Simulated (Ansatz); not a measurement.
# BaTiO3 (R3m) in Ansatz: settings compared

Aim: see how the results for BaTiO3 move with the level of theory and the settings. Levels: PBE, PBEsol. Tasks: band structure.

Everything below comes from runs of Ansatz 0.2.0. Logs are shortened: lines on timing, memory, paths and dates and some standing lists are left out, and cuts for length are marked.

**1. The structure**

It takes space group R3m (No. 160, trigonal). The conventional cell has a = 5.655 Å, b = 5.655 Å, c = 6.955 Å, α = 90.00°, β = 90.00°, γ = 120.00°. Around Ba (site symmetry 3m) lie 12 O at 2.79 to 2.89 Å. Ti (site symmetry 3m) is surrounded by 6 O at 1.87 to 2.14 Å. O (site symmetry m) has 2 Ti at 1.87 to 2.14 Å as nearest neighbours.

**2. Band structure, PBE**

The input, input.yaml:

```yaml
crystal:
  lattice:
    - [2.8273666084, 1.6323808724, 2.3183934932]
    - [-2.8273666084, 1.6323808724, 2.3183934932]
    - [0.0, -3.2647617449, 2.3183934932]
  atoms:
    - { symbol: Ba, position: [0.0, 0.0, 0.0] }
    - { symbol: Ti, position: [0.4845, 0.4845, 0.4845] }
    - { symbol: O, position: [0.5086, 0.0175, 0.5086] }
    - { symbol: O, position: [0.0175, 0.5086, 0.5086] }
    - { symbol: O, position: [0.5086, 0.5086, 0.0175] }
hamiltonian:
  xc: pbe
  pseudopotentials: { kind: paw }
kpoints:
  mp_grid: { grid: [7, 7, 7] }
  band_path:
    path:
      - [[0.0, 0.0, 0.0], [0.5, 0.0, 0.0], [0.5, 0.4971712123, -0.4971712123]]
      - [[0.5028287877, 0.5, 0.4971712123], [0.5, 0.5, 0.5], [0.0, 0.0, 0.0], [0.4985856061, 0.0, -0.4985856061]]
      - [[0.5014143939, 0.4985856061, 0.0], [0.5, 0.5, 0.0], [0.5014143939, 0.5014143939, 0.4971712123], [0.5, 0.5, 0.5]]
      - [[0.5, 0.0, 0.0], [0.5028287877, 0.4985856061, 0.4985856061]]
    npoints: 14
scf:
  occupations: { method: fermi_dirac, width: 0.05 }
  n_extra_bands: 12
output:
  forces: true
  stress: true
  eigenvalues: true
  fatbands: false
```

Potentials or basis: Ansatz PAW.

The run is started by

```console
$ ansatz run input.yaml --threads 2 --pin off --max-ram 5632MiB --backend cpu --events-out ev --progress --plain --runs-dir out
```

Output:

```text
Warning: RAYON_NUM_THREADS=2 ignored (pool sized by the plan → 2); use --threads N
scf.n_extra_bands = 12 over 20 filled bands (N_el = 40.0): the run solves 32 bands
Engine: ansatz 0.2.0, x86_64-unknown-linux-gnu
Pseudopotentials: kind: paw
Pseudopotential: Ba, paw, valence charge 10, recommended cutoff 420 eV (normal), Ba.paw.azcp
Pseudopotential: Ti, paw, valence charge 12, recommended cutoff 420 eV (normal), Ti.paw.azcp
Pseudopotential: O, paw, valence charge 6, recommended cutoff 420 eV (normal), O.paw.azcp
Functional definition: PBE
  parameter kappa = 0.804
  parameter beta = 0.06672455060314922
  exchange = pbe_x(kappa = kappa, mu = beta*pi^2/3)
  correlation = pbe_c(beta = beta)
Crystal: 5 atoms, lattice volume = 64.201 Å³
Basis set: ecut = 420 eV, 1237 PW (Γ), exchange–correlation on 54×54×54 points (8 copies of the dense FFT grid, shifted against one another)
Bands: 32, of which v1, the nominal top of the filled ones, is band 20 counted from 1 (19 counted from 0)
Symmetry: 6 space group operations
Space group: R3m (ITA 160), of the structure as read, at distance tolerance 4.0e-5 Å
k-points: 44 of 343 (time reversal used)
Non-local potential: Ba, projectors of the file, l = 0: 3, l = 1: 2, l = 2: 2, l = 3: 2
Non-local potential: Ti, projectors of the file, l = 0: 3, l = 1: 2, l = 2: 3, l = 3: 1
Non-local potential: O, projectors of the file, l = 0: 2, l = 1: 2, l = 2: 1
PAW form: soft (Blöchl's): semilocal exchange-correlation on the pseudo side does not see the compensation charge
PAW one-centre angular grid: Ba, 194 points (default); XC on 64 Gauss nodes
PAW one-centre angular grid: Ti, 590 points (default); XC on 64 Gauss nodes
PAW one-centre angular grid: O, 110 points (default); XC on 64 Gauss nodes
Initial density: superposition of atomic densities (neutral atoms: chi_scale 0, normalization atom), corrected by the library's trained network
Initial wavefunctions: pseudopotential atomic-orbital guess
Functional: x = pbe(κ = 0.804, μ = 0.2195149727645171), c = pbe(β = 0.06672455060314922)
SCF iter   1: F=—  HF=-10159.592403 eV  |F-HF|=—  |Δ(HF+E_count)|=         —  Δρ=1.62e-3  dr2=1.17e-3  ethr=1.77e-3  ⟨swp⟩=6.7  Hψ=7453  notcnv=0  defer=46
preconditioner: auto → Resta (q_TF=auto, 2.521 Å⁻¹)  ε∞=4.1  [insulator: Δε(μ)=2.479 eV  Ē_g=14.775 eV  σ=0.050 eV  W_gap=1.00  n_scr=18 (ndim 8)  ℏωp=26.2 eV  f_vac=0.000  D(μ)=0.00/eV (n_scr^D=0)  ε∞_Penn≈4.1]
SCF iter   2: F=—  HF=-10159.592956 eV  |F-HF|=—  |Δ(HF+E_count)|=   5.52e-4  Δρ=8.82e-4  dr2=3.40e-4  ethr=2.93e-6  ⟨swp⟩=2.1  Hψ=2571  notcnv=0  defer=123
SCF iter   3: F=—  HF=-10159.593085 eV  |F-HF|=—  |Δ(HF+E_count)|=   1.29e-4  Δρ=3.26e-4  dr2=5.48e-5  ethr=8.50e-7  ⟨swp⟩=2.3  Hψ=1683  notcnv=0  defer=123
SCF iter   4: F=—  HF=-10159.592565 eV  |F-HF|=—  |Δ(HF+E_count)|=   5.20e-4  Δρ=8.17e-5  dr2=4.05e-6  ethr=1.37e-7  ⟨swp⟩=2.7  Hψ=2083  notcnv=0  defer=123
SCF iter   5: F=—  HF=-10159.592565 eV  |F-HF|=—  |Δ(HF+E_count)|=   6.66e-7  Δρ=1.71e-5  dr2=2.44e-7  ethr=1.01e-8  ⟨swp⟩=2.0  Hψ=1608  notcnv=0  defer=123
SCF iter   6: F=-10159.592565 eV  HF=-10159.592565 eV  |F-HF|=3.10e-8  |Δ(HF+E_count)|=   3.25e-8  Δρ=6.31e-6  dr2=3.95e-8  ethr=2.50e-10  ⟨swp⟩=11.7  Hψ=7791  notcnv=0
SCF 1 converged in 6 iterations: F = -10159.592565 eV  dr2 = 3.95e-8
NSCF: frozen V_eff on 130 k-points
SCF converged after 6 iterations
Free energy (F): -10159.592565 eV
Harris-Foulkes:  -10159.592565 eV  (|F-HF|=3.10e-8)
Internal energy: -10159.592565 eV  (E = F + TS)
E sigma→0 (E₀):  -10159.592565 eV
Fermi energy:    11.461809 eV
--- Per-component energies (eV) ---
  E_band       = -139.653006
  E_kinetic    = 972.057400
  E_local      = -2119.664465  (includes V_loc(G=0)·N_el)
  E_nonlocal   = 203.973960
  E_hartree    = 830.184934
  E_xc         = -491.881950
  E_vxc        = -546.686289  (∫ρ·V_xc dr)
  E_paw        = -6745.056105  (= ΣΔE_a)
  E_vpaw       = -309.702384  (= ΣTr[D̂ρ^β])
  E_aug_tail   = 0.007345  (compensation charges beyond the density's cutoff)
  E_ewald      = -2809.213684
  E_smearing   = -0.000000  (= −TS)
  E_closure    = 0.000000  (closes the sum)
  Σ components = -10159.592565   (vs F -10159.592565, Δ=0.00e0)
--- Forces (eV/Å), atoms counted from 1 ---
  atom   1  Ba    -0.00000000     0.00000000    -0.13510714
  atom   2  Ti    -0.00000000    -0.00000000     0.13806656
  atom   3  O      0.10674375    -0.06162854    -0.00099052
  atom   4  O     -0.10674375    -0.06162854    -0.00099052
  atom   5  O      0.00000000     0.12325707    -0.00099052
  max |Σ_I F_I| component: 1.22e-5 eV/Å
--- Stress (GPa, compression-positive) ---
        5.100874      -0.000000       0.000000
       -0.000000       5.100874       0.000000
        0.000000       0.000000       4.918411
  P = ⅓ Tr σ = 5.0401 GPa (50.401 kbar)
--- Band table (eV; the first three rows and the last of 44) ---
  k-point 0: bands = ["-45.9605", "-22.2319", "-22.2319", "-22.2274", "-14.3941", "-6.5404", "-5.8786", "-5.8786", "0.4151", "0.4151", "0.4174", "8.0620", "8.0620", "8.0623", "8.9170", "8.9170", "9.1502", "9.7434", "9.8741", "9.8741", "12.6685", "12.6685", "12.8150", "14.7888", "14.7888", "15.4229", "15.4229", "17.6868", "18.9295", "18.9295", "18.9453", "21.4012"]
  k-point 1: bands = ["-45.9604", "-22.2408", "-22.2315", "-22.2281", "-14.3720", "-6.5534", "-5.8725", "-5.8628", "0.4451", "0.4470", "0.4940", "7.7180", "8.0037", "8.0137", "8.7056", "8.7320", "9.0295", "9.4167", "9.7843", "9.8176", "12.7041", "12.9687", "12.9709", "14.7862", "15.2723", "15.7816", "15.7968", "18.1712", "18.8725", "19.1417", "19.1460", "21.3979"]
  k-point 2: bands = ["-45.9600", "-22.2628", "-22.2306", "-22.2274", "-14.3213", "-6.6444", "-5.8586", "-5.7524", "0.5146", "0.5183", "0.6665", "6.9991", "7.8138", "7.8294", "8.3881", "8.4385", "8.7685", "8.9268", "9.5380", "9.5976", "12.7697", "13.5080", "13.6007", "14.7772", "16.0070", "16.6029", "16.7493", "18.7352", "19.3653", "19.6132", "19.6679", "21.2870"]
  k-point 43: bands = ["-45.9581", "-22.2763", "-22.2761", "-22.2711", "-14.1407", "-5.7540", "-5.6815", "-5.6733", "-0.2319", "-0.2315", "-0.1200", "6.0430", "6.6759", "6.6903", "7.7204", "7.8975", "7.9449", "10.0901", "10.0958", "10.1631", "14.5215", "14.6748", "14.6754", "17.0469", "17.1071", "17.5067", "18.2897", "18.3336", "20.1907", "20.1947", "20.9835", "21.2833"]
```

Wall time 16 s (2 threads of Intel Xeon at 2.70GHz, shared host); peak memory 0.45 GiB.

Results:

| Item | Value |
| --- | --- |
| Free energy | -10159.5926 eV |
| Pressure | 5.0 GPa |
| Largest force | 0.138 eV/Å |
| Band gap on the k mesh | 2.50 eV, indirect (least direct gap 2.79 eV) |
| Band gap along the path | 2.44 eV, indirect (least direct gap 2.77 eV) |

Forces on the atoms (eV/Å):
```
Ba   0.000  0.000 -0.135
Ti   0.000  0.000  0.138
O    0.107 -0.062 -0.001
O   -0.107 -0.062 -0.001
O    0.000  0.123 -0.001
```

Levels at the corners of the path, in eV from the valence-band top:
```csv
point,band 17,band 18,band 19,band 20,band 21,band 22,band 23,band 24
Γ,-1.08,-0.49,-0.36,-0.36,2.44,2.44,2.58,4.56
L,-1.64,-1.59,-0.92,-0.79,2.59,3.83,3.93,4.52
B1,-2.28,-0.01,-0.01,0.00,4.38,4.53,4.53,6.71
B,-2.28,-0.01,-0.01,0.00,4.38,4.53,4.53,6.71
Z,-2.28,-0.01,-0.01,0.00,4.38,4.53,4.53,6.71
Γ,-1.08,-0.49,-0.36,-0.36,2.44,2.44,2.58,4.56
X,-1.59,-0.85,-0.81,-0.05,3.92,3.92,4.26,5.12
Q,-1.59,-0.85,-0.81,-0.05,3.92,3.92,4.26,5.12
F,-1.59,-0.85,-0.81,-0.05,3.92,3.92,4.26,5.12
P1,-2.28,-0.01,-0.01,0.00,4.38,4.53,4.53,6.71
Z,-2.28,-0.01,-0.01,0.00,4.38,4.53,4.53,6.71
L,-1.64,-1.59,-0.92,-0.79,2.59,3.83,3.93,4.52
P,-2.28,-0.01,-0.01,0.00,4.38,4.53,4.53,6.71
```

Caveat: the k mesh misses the band edges, so the gap on the mesh is wider than the one along the path; the pressure holds a Pulay correction of +0.5 GPa for the finite cutoff; spin-orbit coupling is left out, which moves the levels of the heavy elements.

**3. Band structure, PBEsol**

input.yaml: that of step 2 with these lines changed.

```diff
@@ -12,3 +12,3 @@
 hamiltonian:
-  xc: pbe
+  xc: pbesol
   pseudopotentials: { kind: paw }
@@ -31 +31,5 @@
   fatbands: false
+  write_density: true
+  write_potential: true
+  elf: true
+  volumetric_format: npy
```

Potentials or basis: Ansatz PAW.

The run is started by

```console
$ ansatz run input.yaml --threads 2 --pin off --max-ram 5632MiB --backend cpu --events-out ev --progress --plain --runs-dir out
```

Output:

```text
Warning: RAYON_NUM_THREADS=2 ignored (pool sized by the plan → 2); use --threads N
scf.n_extra_bands = 12 over 20 filled bands (N_el = 40.0): the run solves 32 bands
Engine: ansatz 0.2.0, x86_64-unknown-linux-gnu
Pseudopotentials: kind: paw
Pseudopotential: Ba, paw, valence charge 10, recommended cutoff 420 eV (normal), Ba.paw.azcp
Pseudopotential: Ti, paw, valence charge 12, recommended cutoff 420 eV (normal), Ti.paw.azcp
Pseudopotential: O, paw, valence charge 6, recommended cutoff 420 eV (normal), O.paw.azcp
Functional definition: PBEsol
  exchange = pbesol_x
  correlation = pbesol_c
Crystal: 5 atoms, lattice volume = 64.201 Å³
Basis set: ecut = 420 eV, 1237 PW (Γ), exchange–correlation on 54×54×54 points (8 copies of the dense FFT grid, shifted against one another)
Bands: 32, of which v1, the nominal top of the filled ones, is band 20 counted from 1 (19 counted from 0)
Symmetry: 6 space group operations
Space group: R3m (ITA 160), of the structure as read, at distance tolerance 4.0e-5 Å
k-points: 44 of 343 (time reversal used)
Non-local potential: Ba, projectors of the file, l = 0: 3, l = 1: 2, l = 2: 2, l = 3: 2
Non-local potential: Ti, projectors of the file, l = 0: 3, l = 1: 2, l = 2: 3, l = 3: 1
Non-local potential: O, projectors of the file, l = 0: 2, l = 1: 2, l = 2: 1
PAW form: soft (Blöchl's): semilocal exchange-correlation on the pseudo side does not see the compensation charge
PAW frozen core: Ba, regenerated for the run's functional, and the local potential with it (the file was generated under x = pbe(κ = 0.804, μ = 0.2195149727645171), c = pbe(β = 0.06672455060314922))
PAW frozen core: Ti, regenerated for the run's functional, and the local potential with it (the file was generated under x = pbe(κ = 0.804, μ = 0.2195149727645171), c = pbe(β = 0.06672455060314922))
PAW frozen core: O, regenerated for the run's functional, and the local potential with it (the file was generated under x = pbe(κ = 0.804, μ = 0.2195149727645171), c = pbe(β = 0.06672455060314922))
PAW one-centre angular grid: Ba, 194 points (default); XC on 64 Gauss nodes
PAW one-centre angular grid: Ti, 590 points (default); XC on 64 Gauss nodes
PAW one-centre angular grid: O, 110 points (default); XC on 64 Gauss nodes
Initial density: superposition of atomic densities (neutral atoms: chi_scale 0, normalization atom), corrected by the library's trained network
Initial wavefunctions: pseudopotential atomic-orbital guess
Functional: x = pbesol(κ = 0.804, μ = 0.12345679012345678), c = pbesol(β = 0.046)
SCF iter   1: F=—  HF=-10027.512903 eV  |F-HF|=—  |Δ(HF+E_count)|=         —  Δρ=1.66e-2  dr2=1.51e-1  ethr=1.77e-3  ⟨swp⟩=6.6  Hψ=7429  notcnv=0  defer=48
preconditioner: auto → Resta (q_TF=auto, 2.521 Å⁻¹)  ε∞=4.2  [insulator: Δε(μ)=2.281 eV  Ē_g=14.649 eV  σ=0.050 eV  W_gap=1.00  n_scr=18 (ndim 8)  ℏωp=26.2 eV  f_vac=0.000  D(μ)=0.00/eV (n_scr^D=0)  ε∞_Penn≈4.2]
SCF iter   2: F=—  HF=-10027.483242 eV  |F-HF|=—  |Δ(HF+E_count)|=   2.97e-2  Δρ=6.36e-3  dr2=2.76e-2  ethr=3.78e-4  ⟨swp⟩=2.1  Hψ=2060  notcnv=0  defer=268
SCF iter   3: F=—  HF=-10027.478768 eV  |F-HF|=—  |Δ(HF+E_count)|=   4.47e-3  Δρ=1.24e-3  dr2=9.15e-4  ethr=6.91e-5  ⟨swp⟩=2.0  Hψ=1686  notcnv=0  defer=272
SCF iter   4: F=—  HF=-10027.478650 eV  |F-HF|=—  |Δ(HF+E_count)|=   1.18e-4  Δρ=3.52e-4  dr2=5.89e-5  ethr=2.29e-6  ⟨swp⟩=2.1  Hψ=1898  notcnv=0  defer=272
SCF iter   5: F=—  HF=-10027.478392 eV  |F-HF|=—  |Δ(HF+E_count)|=   2.58e-4  Δρ=4.62e-5  dr2=8.19e-7  ethr=1.47e-7  ⟨swp⟩=2.0  Hψ=1825  notcnv=0  defer=272
SCF iter   6: F=-10027.478392 eV  HF=-10027.478392 eV  |F-HF|=1.53e-8  |Δ(HF+E_count)|=   1.36e-7  Δρ=6.17e-6  dr2=2.17e-8  ethr=2.50e-10  ⟨swp⟩=16.1  Hψ=12983  notcnv=0
SCF 1 converged in 6 iterations: F = -10027.478392 eV  dr2 = 2.17e-8
  Residual-converged pass: ⟨swp⟩=1.0  Hψ=1585  notcnv=0  max |occ|·‖R‖ = 7.0e-9 eV (tolerance 1.0e-8 eV)  dr2=2.17e-8  dr2_onsite=1.66e-9  max |Δocc| = 1.0e-16
NSCF: frozen V_eff on 130 k-points
SCF converged after 6 iterations
Free energy (F): -10027.478392 eV
Harris-Foulkes:  -10027.478392 eV  (|F-HF|=1.53e-8)
Internal energy: -10027.478392 eV  (E = F + TS)
E sigma→0 (E₀):  -10027.478392 eV
Fermi energy:    11.294469 eV
--- Per-component energies (eV) ---
  E_band       = -143.624075
  E_kinetic    = 968.479017
  E_local      = -2115.986418  (includes V_loc(G=0)·N_el)
  E_nonlocal   = 207.311151
  E_hartree    = 824.894535
  E_xc         = -486.265816
  E_vxc        = -543.106590  (∫ρ·V_xc dr)
  E_paw        = -6617.101166  (= ΣΔE_a)
  E_vpaw       = -310.120853  (= ΣTr[D̂ρ^β])
  E_aug_tail   = 0.007306  (compensation charges beyond the density's cutoff)
  E_ewald      = -2809.213684
  E_core_change = 0.396681  (= ΣΔE_core)
  E_smearing   = -0.000000  (= −TS)
  E_closure    = 0.000000  (closes the sum)
  Σ components = -10027.478392   (vs F -10027.478392, Δ=0.00e0)
--- Forces (eV/Å), atoms counted from 1 ---
  atom   1  Ba    -0.00000000     0.00000000    -0.14423692
  atom   2  Ti    -0.00000000    -0.00000000     0.07530742
  atom   3  O      0.05759256    -0.03325108     0.02297663
  atom   4  O     -0.05759256    -0.03325108     0.02297663
  atom   5  O      0.00000000     0.06650216     0.02297663
  max |Σ_I F_I| component: 3.87e-7 eV/Å
--- Stress (GPa, compression-positive) ---
       -1.208549      -0.000000      -0.000000
       -0.000000      -1.208549       0.000000
       -0.000000       0.000000      -1.326214
  P = ⅓ Tr σ = -1.2478 GPa (-12.478 kbar)
--- Band table (eV; the first three rows and the last of 44) ---
  k-point 0: bands = ["-45.8440", "-22.2305", "-22.2305", "-22.2226", "-14.4914", "-6.6100", "-5.9309", "-5.9309", "0.3153", "0.3153", "0.3184", "7.8951", "7.8956", "7.8956", "8.7501", "8.7501", "8.9861", "9.5914", "9.7293", "9.7293", "12.4792", "12.4792", "12.6315", "14.6706", "14.6706", "15.1434", "15.1434", "17.3476", "18.7491", "18.7491", "18.7668", "21.2516"]
  k-point 1: bands = ["-45.8438", "-22.2391", "-22.2301", "-22.2238", "-14.4687", "-6.6239", "-5.9245", "-5.9152", "0.3463", "0.3487", "0.3978", "7.5482", "7.8344", "7.8441", "8.5325", "8.5608", "8.8605", "9.2612", "9.6381", "9.6680", "12.5168", "12.7904", "12.7909", "14.6678", "15.1529", "15.5123", "15.5223", "17.8404", "18.6876", "18.9627", "18.9677", "21.2494"]
  k-point 2: bands = ["-45.8435", "-22.2614", "-22.2291", "-22.2235", "-14.4168", "-6.7186", "-5.9100", "-5.8029", "0.4180", "0.4223", "0.5777", "6.8245", "7.6345", "7.6506", "8.2094", "8.2643", "8.5914", "8.7566", "9.3829", "9.4487", "12.5849", "13.3468", "13.4384", "14.6584", "15.8817", "16.3532", "16.4884", "18.5397", "19.0686", "19.4352", "19.4711", "21.1260"]
  k-point 43: bands = ["-45.8414", "-22.2759", "-22.2757", "-22.2675", "-14.2319", "-5.8049", "-5.7299", "-5.7213", "-0.3551", "-0.3549", "-0.2395", "5.8373", "6.5101", "6.5236", "7.5522", "7.7351", "7.7829", "9.9410", "9.9470", "10.0161", "14.3834", "14.5365", "14.5367", "16.8292", "16.8956", "17.2807", "18.1687", "18.2117", "20.0192", "20.0230", "20.8012", "21.1243"]
```

bands.tsv:

```text
[... 152 lines left out ...]
6.173437	-57.135801	-33.572336	-33.571816	-33.563857	-25.517873	-17.023829	-17.003909	-16.999354	-11.709231	-11.702854	-11.681886	-5.541069	-4.847558	-4.836058	-3.568002	-3.544817	-3.513839	-1.251814	-1.244165	-1.218378	3.167293	3.312881	3.317732	5.449170	5.460107	5.683185	6.964697	6.983243	9.028275	9.149544	9.562254	9.643751
6.252355	-57.135771	-33.572483	-33.572481	-33.564280	-25.515994	-17.008086	-16.996607	-16.996551	-11.719903	-11.719884	-11.713569	-5.561982	-4.855079	-4.855038	-3.542037	-3.541842	-3.497328	-1.221798	-1.221672	-1.206813	3.182170	3.332034	3.332048	5.423104	5.423377	5.614436	6.992713	6.992873	9.216745	9.217529	9.582912	9.584987
```

Run time: 17 s. Hardware: 2 threads of Intel Xeon at 2.70GHz, shared host; peak memory 0.47 GiB.

Results:

```yaml
Free_energy: -10027.4784 eV
Pressure: -1.2 GPa
Largest_force: 0.144 eV/Å
Band_gap_on_the_k_mesh: 2.45 eV, indirect (least direct gap 2.75 eV)
Band_gap_along_the_path: 2.39 eV, indirect (least direct gap 2.73 eV)
```

Forces on the atoms (eV/Å):
```
Ba   0.000  0.000 -0.144
Ti   0.000  0.000  0.075
O    0.058 -0.033  0.023
O   -0.058 -0.033  0.023
O    0.000  0.067  0.023
```

Levels at the corners of the path, in eV from the valence-band top:
| point | band 18 | band 19 | band 20 | band 21 | band 22 | band 23 |
| --- | --- | --- | --- | --- | --- | --- |
| Γ | -0.50 | -0.36 | -0.36 | 2.39 | 2.39 | 2.54 |
| L | -1.62 | -0.93 | -0.80 | 2.55 | 3.83 | 3.93 |
| B1 | -0.02 | -0.01 | 0.00 | 4.39 | 4.54 | 4.54 |
| B | -0.02 | -0.01 | 0.00 | 4.39 | 4.54 | 4.54 |
| Z | -0.01 | -0.01 | 0.00 | 4.39 | 4.54 | 4.54 |
| Γ | -0.50 | -0.36 | -0.36 | 2.39 | 2.39 | 2.54 |
| X | -0.86 | -0.82 | -0.05 | 3.92 | 3.92 | 4.26 |
| Q | -0.86 | -0.82 | -0.05 | 3.92 | 3.92 | 4.26 |
| F | -0.86 | -0.82 | -0.05 | 3.92 | 3.92 | 4.26 |
| P1 | -0.02 | -0.01 | 0.00 | 4.39 | 4.54 | 4.54 |
| Z | -0.01 | -0.01 | 0.00 | 4.39 | 4.54 | 4.54 |
| L | -1.62 | -0.93 | -0.80 | 2.55 | 3.83 | 3.93 |
| P | -0.02 | -0.01 | 0.00 | 4.39 | 4.54 | 4.54 |

Caveat: the k mesh misses the band edges, so the gap on the mesh is wider than the one along the path; the pressure holds a Pulay correction of +0.6 GPa for the finite cutoff; spin-orbit coupling is left out, which moves the levels of the heavy elements; the PAW data sets come from PBE, with cores solved anew for the run's functional, which leaves a small shift of forces and pressure. PBEsol gaps usually lie below the measured ones, often by a third to a half.
